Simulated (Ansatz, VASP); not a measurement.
# Ga: VASP beside Ansatz

The input INCAR:

```
PREC = Accurate
ENCUT = 520
EDIFF = 1E-6
ISMEAR = -1
SIGMA = 0.1
LREAL = F
LASPH = T
NELM = 60
ALGO = Normal
ISIF = 2
LWAVE = F
LCHARG = F
GGA = RE
NBANDS = 12
```

File KPOINTS:

```
Automatic mesh
0
Gamma
  14 14 14
```

The input POSCAR:

```
Ga
1.0
    0.0000000000      2.1076227681      2.1076227681
    2.1076227681      0.0000000000      2.1076227681
    2.1076227681      2.1076227681      0.0000000000
Ga
1
Direct
    0.0000000000      0.0000000000      0.0000000000
```

Input for Ansatz:

```yaml
crystal:
  lattice:
    - [0.0, 2.1076227681, 2.1076227681]
    - [2.1076227681, 0.0, 2.1076227681]
    - [2.1076227681, 2.1076227681, 0.0]
  atoms:
    - { symbol: Ga, position: [0.0, 0.0, 0.0] }
hamiltonian:
  xc: revpbe
  pseudopotentials:
    kind: paw
    azcp:
      Ga: "pseudopotentials/Ga.paw.azcp"
basis:
  ecutwfc: 420
  fft_grid_basis: typed
kpoints:
  mp_grid: { grid: [14, 14, 14], shift: [0, 0, 0] }
magnetization:
  spin_polarized: false
scf:
  occupations: { method: fermi_dirac, width: 0.1 }
  lower_state_search: "off"
output:
  stress: true
```

Alike in both runs: task single point; functional revPBE; k mesh 14 × 14 × 14; occupations fermi-dirac, width 0.1 eV; no spin polarisation.

|  | VASP | Ansatz |
| --- | --- | --- |
| version | VASP 6.6.1 | Ansatz 0.2.0 |
| potentials or method | VASP PAW PBE potentials, release 64 (Ga_d) | plane waves (420 eV) with PAW, scalar-relativistic |
| plane-wave cutoff (eV) | 520 | 420 |
| valence electrons in the cell | 13 | 13 |

Ansatz gave:

* pressure (GPa): 1.8

Problem. Estimate VASP's values.

Solution. Pressure (GPa): 1.9.

Caveats: the PAW data sets were made with another functional, which shifts forces and pressure a little (VASP).
